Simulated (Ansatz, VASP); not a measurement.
# One calculation of Ge, two programs

```xyz
1
Lattice="2.6552 0.0000 0.0000 0.0000 2.6552 0.0000 0.0000 0.0000 2.6552" Properties=species:S:1:pos:R:3 pbc="T T T"
Ge    0.0000    0.0000    0.0000
```

Alike in both runs: task single point; functional revPBE; k mesh 13 × 13 × 13; occupations fermi-dirac, width 0.1 eV; no spin polarisation.

|  | VASP | Ansatz |
| --- | --- | --- |
| version | VASP 6.6.1 | Ansatz 0.2.0 |
| potentials or method | VASP PAW PBE potentials, release 64 (Ge_d) | plane waves (420 eV) with PAW, scalar-relativistic |
| plane-wave cutoff (eV) | 520 | 420 |
| valence electrons in the cell | 14 | 14 |

```csv
,VASP,Ansatz,Ansatz less VASP
pressure (GPa),7.2,6.4,-0.81
```

The functional is the same, so the differences come from potentials, cutoffs and numerics.

Caveats: the PAW data sets were made with another functional, which shifts forces and pressure a little (VASP).
